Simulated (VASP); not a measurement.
# NaCl (Fm-3m) in VASP: further runs, part 2 of 2

VASP 6.6.1.

## 5. Relaxation of the atoms, PBE+D3(BJ) (a relaxed cell with its volume scaled by 0.98)

INCAR reads:

```
  PREC = Accurate
  ENCUT = 600
  EDIFF = 1E-7
  ISMEAR = 0
  SIGMA = 0.03
  LREAL = False
  LASPH = True
  NELM = 80
  ALGO = Normal
  ISIF = 2
  LWAVE = False
  LCHARG = False
  GGA = PE
  IVDW = 12
  IBRION = 2
  NSW = 40
  EDIFFG = -0.01
```

KPOINTS reads:

```
Automatic mesh
0
Gamma
  8 8 8
```

POSCAR reads:

```
NaCl                                    
1.0
    0.0000000000      2.7717838170      2.7717838170
    2.7717838170      0.0000000000      2.7717838170
    2.7717838170      2.7717838170      0.0000000000
  Na              Cl            
     1     1
Direct
     1.0000000000000000    0.0000000000000000    1.0000000000000000
     0.5000000000000000    0.5000000000000000    0.5000000000000000
```

Potentials or basis: VASP PAW PBE potentials, release 64 (Na_pv, Cl).

Started as:

```sh
$ cat potpaw_PBE.64/Na_pv/POTCAR potpaw_PBE.64/Cl/POTCAR > POTCAR
$ mpirun -np 1 vasp_std > vasp.out
```

OUTCAR:

```text
PREC = Accurate
   ENCUT = 600
   EDIFF = 1E-7
   ISMEAR = 0
   LREAL = False
   LASPH = True
   NELM = 80
   ISIF = 2
   GGA = PE
   IVDW = 12
   IBRION = 2
   NSW = 40
   EDIFFG = -0.01
 IVDW          = 12

 ion  position               nearest neighbor table
   1  0.000  0.000  0.000-
   2  0.500  0.500  0.500-

  LATTYP: Found a face centered cubic cell.
 ALAT       =     5.5435676340

  Lattice vectors:

 A1 = (   0.0000000000,   2.7717838170,   2.7717838170)
 A2 = (   2.7717838170,   0.0000000000,   2.7717838170)
 A3 = (   2.7717838170,   2.7717838170,   0.0000000000)

Analysis of symmetry for initial positions (statically):
=====================================================================
 Subroutine PRICEL returns:
 Original cell was already a primitive cell.

 Routine SETGRP: Setting up the symmetry group for a
 face centered cubic supercell.

 Subroutine GETGRP returns: Found 48 space group operations
 (whereof 48 operations were pure point group operations)
 out of a pool of 48 trial point group operations.

The static configuration has the point symmetry O_h .

Analysis of symmetry for dynamics (positions and initial velocities):
=====================================================================
 Subroutine PRICEL returns:
 Original cell was already a primitive cell.

 Routine SETGRP: Setting up the symmetry group for a
 face centered cubic supercell.

 Subroutine GETGRP returns: Found 48 space group operations
 (whereof 48 operations were pure point group operations)
 out of a pool of 48 trial point group operations.

The dynamic configuration has the point symmetry O_h .

 Subroutine INISYM returns: Found 48 space group operations
 (whereof 48 operations are pure point group operations),
 and found     1 'primitive' translations

----------------------------------------------------------------------------------------

                                     Primitive cell

  volume of cell :      42.5900

  direct lattice vectors                    reciprocal lattice vectors
     0.000000000  2.771783817  2.771783817    -0.180389249  0.180389249  0.180389249
     2.771783817  0.000000000  2.771783817     0.180389249 -0.180389249  0.180389249
     2.771783817  2.771783817  0.000000000     0.180389249  0.180389249 -0.180389249

  length of vectors
     3.919894266  3.919894266  3.919894266     0.312443344  0.312443344  0.312443344

  position of ions in fractional coordinates (direct lattice)
     0.000000000  0.000000000  0.000000000
     0.500000000  0.500000000  0.500000000

  ion indices of the primitive-cell ions
   primitive index   ion index
                 1           1
                 2           2

----------------------------------------------------------------------------------------

 KPOINTS: Automatic mesh

Automatic generation of k-mesh.
 Grid dimensions read from file:
 generate k-points for:    8    8    8

 Generating k-lattice:

  Cartesian coordinates                     Fractional coordinates (reciprocal lattice)
    -0.022548656  0.022548656  0.022548656     0.125000000  0.000000000  0.000000000
     0.022548656 -0.022548656  0.022548656     0.000000000  0.125000000  0.000000000
     0.022548656  0.022548656 -0.022548656     0.000000000  0.000000000  0.125000000

  Length of vectors
[... 39 lines left out ...]
   total plane-waves  NPLWV =  32768
   dimension x,y,z NGX =    32 NGY =   32 NGZ =   32
   dimension x,y,z NGXF=    64 NGYF=   64 NGZF=   64
   ions per type =               1   1
   NGX,Y,Z   is equivalent  to a cutoff of  13.57, 13.57, 13.57 a.u.
   NGXF,Y,Z  is equivalent  to a cutoff of  27.14, 27.14, 27.14 a.u.
 SYSTEM =  unknown system
   PREC   = accura    normal or accurate (medium, high low for compatibility)
   ISTART =      0    job   : 0-new  1-cont  2-samecut
   ICHARG =      2    charge: 1-file 2-atom 10-const
   ISPIN  =      1    spin polarized calculation?
   LNONCOLLINEAR =      F non collinear calculations
   LSORBIT =      F    spin-orbit coupling
   LASPH  =      T    aspherical Exc in radial PAW
   ENCUT  =  600.0 eV  44.10 Ry    6.64 a.u.   7.83  7.83  7.83*2*pi/ulx,y,z
   NELM   =     80;   NELMIN=  2; NELMDL= -5     # of ELM steps
   EDIFF  = 0.1E-06   stopping-criterion for ELM
   LREAL  =      F    real-space projection
   EDIFFG = -.1E-01   stopping-criterion for IOM
   NSW    =     40    number of steps for IOM
   IBRION =      2    ionic relax: 0-MD 1-quasi-New 2-CG
   NFREE  =      1    steps in history (QN), initial steepest desc. (CG)
   ISIF   =      2    stress and relaxation
   ISYM   =      2    0-nonsym 1-usesym 2-fastsym
   POTIM  = 0.5000    time-step for ionic-motion
   TEBEG  =    0.0;   TEEND  =   0.0 temperature during run
   PSTRESS=    0.0 pullay stress
   NELECT =      14.0000    total number of electrons
   NUPDOWN=      -1.0000    fix difference up-down
   EMIN   =  10.00;   EMAX   =-10.00  energy-range for DOS
   EFERMI =   0.00;   METHOD = LEGACY
   ISMEAR =     0;   SIGMA  =   0.03  broadening in eV -4-tet -1-fermi 0-gaus
   EFERMI_NEDOS =   21; number of points for ismear=-14 and -15
   IALGO  =     38    algorithm
   IMIX   =      4    mixing-type and parameters
     AMIX     =   0.40;   BMIX     =  1.00
     AMIX_MAG =   1.60;   BMIX_MAG =  1.00
  volume/ion in A,a.u.               =      21.30       143.71
  Fermi-wavevector in a.u.,A,eV,Ry     =   1.129834  2.135078 17.368190  1.276526
  Thomas-Fermi vector in A             =   2.266529
   LORBIT       =      0    0 simple, 1 ext, 2 COOP (PROOUT), +10 PAW based schemes
   GGA     = PE    functional components
   LHFCALC =     F    Hartree Fock is set to
   AEXX    =    0.0000 exact exchange contribution
   IVDW    =    12    specifies the selected vdW correction
   LEPSILON=     F    determine dielectric tensor
   LRPA    =     F    only Hartree local field effects (RPA)
 conjugate gradient relaxation of ions
 non-spin polarized calculation
 Gauss-broadening in eV      SIGMA  =   0.03
  energy-cutoff  :      600.00
  volume of cell :       42.59
 maximum number of plane-waves:      1433
   NGX = 15   NGY = 15   NGZ = 15

 number of electron      14.0000005 magnetization

 Free energy of the ion-electron system (eV)
  ---------------------------------------------------
  ext. energy  EPLUGINS =         0.00000000
  ---------------------------------------------------
  free energy    TOTEN  =        -6.75351366 eV

  energy without entropy =       -6.75351366  energy(sigma->0) =       -6.75351366

 E-fermi :  -0.2560     XC(G=0):  -8.3896

 val. band max:       -0.4218413239   @ k =   0.0000   0.0000   0.0000
 cond. band min:       4.8930900320   @ k =   0.0000   0.0000   0.0000
 fundamental gap:      5.3149313558
 Fermi energy:        -0.2560363663

 k-point     1 :       0.0000    0.0000    0.0000
  band No.  band energies     occupation
      1     -21.1451      2.00000
      2     -21.1451      2.00000
      3     -21.1451      2.00000
      4     -13.2026      2.00000
      5      -0.4218      2.00000
      6      -0.4218      2.00000
      7      -0.4218      2.00000
      8       4.8931      0.00000
      9      10.7482      0.00000
     10      10.7482      0.00000
     11      10.7482      0.00000
[... 309 lines left out ...]
 k-point    24 :      -0.3750    0.2500    0.1250
  band No.  band energies     occupation
      1     -21.1750      2.00000
      2     -21.1552      2.00000
      3     -21.1505      2.00000
      4     -12.7740      2.00000
      5      -2.2121      2.00000
      6      -1.2553      2.00000
      7      -0.8745      2.00000
      8       8.0408      0.00000
      9       9.3343      0.00000
     10      10.0630      0.00000
     11      11.5017      0.00000

 [... further k-points ...]

------------------------ aborting loop because EDIFF is reached ----------------------------------------

 Edisp (eV)   -0.45278

 E8    (eV) :    -0.1893

  FORCE on cell =-STRESS in cart. coord.  units (eV):
  Direction    XX          YY          ZZ          XY          YZ          ZX
  --------------------------------------------------------------------------------------
  -------------------------------------------------------------------------------------
  Total       0.14865     0.14865     0.14865     0.00000    -0.00000    -0.00000
  in kB       5.59215     5.59215     5.59215     0.00000    -0.00000    -0.00000
  external pressure =        5.59 kB  Pullay stress =        0.00 kB

 VOLUME and BASIS-vectors are now :
 -----------------------------------------------------------------------------
  energy-cutoff  :      600.00
  volume of cell :       42.59
      direct lattice vectors                 reciprocal lattice vectors
     0.000000000  2.771783817  2.771783817    -0.180389249  0.180389249  0.180389249
     2.771783817  0.000000000  2.771783817     0.180389249 -0.180389249  0.180389249
     2.771783817  2.771783817  0.000000000     0.180389249  0.180389249 -0.180389249

 POSITION                                       TOTAL-FORCE (eV/Angst)
 -----------------------------------------------------------------------------------
      0.00000      0.00000      0.00000        -0.000000      0.000000     -0.000000
      2.77178      2.77178      2.77178         0.000000     -0.000000      0.000000
 -----------------------------------------------------------------------------------
    total drift:                                0.000000     -0.000000     -0.000000

  FREE ENERGIE OF THE ION-ELECTRON SYSTEM (eV)
  ---------------------------------------------------
  free  energy   TOTEN  =        -7.2062964193 eV

  energy  without entropy=       -7.2062964193  energy(sigma->0) =       -7.20629642

 reached required accuracy - stopping structural energy minimisation
```

OSZICAR:

```text
N       E                     dE             d eps       ncg     rms          rms(c)
DAV:   1     0.106029094651E+03    0.10603E+03   -0.81020E+03   638   0.147E+03
DAV:   2     0.237585402669E+01   -0.10365E+03   -0.96524E+02   739   0.314E+02
DAV:   3    -0.672900923229E+01   -0.91049E+01   -0.90366E+01   749   0.886E+01
DAV:   4    -0.693818342835E+01   -0.20917E+00   -0.20883E+00   753   0.143E+01
DAV:   5    -0.694292111075E+01   -0.47377E-02   -0.47375E-02   796   0.218E+00    0.217E+00
DAV:   6    -0.675980113677E+01    0.18312E+00   -0.36175E-01   741   0.421E+00    0.164E+00
DAV:   7    -0.674818408316E+01    0.11617E-01   -0.91172E-02   774   0.213E+00    0.109E+00
DAV:   8    -0.675346510828E+01   -0.52810E-02   -0.89878E-03   665   0.106E+00    0.247E-01
DAV:   9    -0.675339860138E+01    0.66507E-04   -0.19200E-04   782   0.143E-01    0.125E-01
DAV:  10    -0.675351938284E+01   -0.12078E-03   -0.26421E-04   665   0.164E-01    0.431E-02
DAV:  11    -0.675351293538E+01    0.64475E-05   -0.18570E-05   761   0.487E-02    0.632E-03
DAV:  12    -0.675351342740E+01   -0.49202E-06   -0.13352E-06   677   0.142E-02    0.138E-03
DAV:  13    -0.675351383214E+01   -0.40473E-06   -0.25493E-07   698   0.403E-03    0.283E-03
DAV:  14    -0.675351366233E+01    0.16980E-06   -0.51674E-08   442   0.156E-03    0.212E-04
DAV:  15    -0.675351366113E+01    0.12017E-08   -0.28155E-09   349   0.571E-04
   1 F= -.72062964E+01 E0= -.72062964E+01  d E =-.720630E+01
```

Run time: 6.3 s. Hardware: 1 thread of Intel Xeon 6975P-C (Granite Rapids), shared host; peak memory 0.18 GiB.

Results:

| Quantity | Value |
| --- | --- |
| Free energy | -7.2063 eV |
| Pressure after relaxing | 0.6 GPa |
| Band gap on the k mesh | 5.31 eV, direct |
| Dispersion energy per atom | -0.226 eV |

Final structure:
```
Na Cl
1.0
     0.00000    2.77178    2.77178
     2.77178    0.00000    2.77178
     2.77178    2.77178    0.00000
Na Cl
1 1
Cartesian
  0.0000 0.0000 0.0000
  2.7718 2.7718 2.7718
```

Levels at points of the mesh, in eV from the valence-band top:
```
           k point  band 4  band 5  band 6  band 7  band 8  band 9  band 10  band 11
(0.00, 0.00, 0.00)  -12.78    0.00    0.00    0.00    5.31   11.17    11.17    11.17
(0.50, 0.00, 0.00)  -12.39   -2.08   -0.29   -0.29    7.36   11.06    11.10    11.10
(0.50, 0.50, 0.00)  -12.34   -1.80   -0.65   -0.65    7.69    8.03    11.70    15.25
```

Caveat: the relaxation stopped at its first step, so nothing moved.

## 6. The runs side by side

```csv
task,cell,gap on the mesh (eV),pressure (GPa)
relaxation of cell and atoms,relaxed,5.23,0.0
relaxation of the atoms,atoms relaxed from: a relaxed cell with its volume scaled by 0.94,5.49,2.0
relaxation of the atoms,atoms relaxed from: a relaxed cell with its volume scaled by 0.96,5.40,1.2
relaxation of the atoms,atoms relaxed from: a relaxed cell with its volume scaled by 0.98,5.31,0.6
```

Alike in all rows: level PBE+D3(BJ); potentials or basis VASP PAW PBE potentials, release 64 (Na_pv, Cl); no spin polarisation; k mesh 8 × 8 × 8; cutoff (eV) 600; smearing gaussian 0.03 eV.

Caveats: the relaxation stopped at its first step, so nothing moved (some runs).

Absolute energies hang on the potentials; compare differences alone.
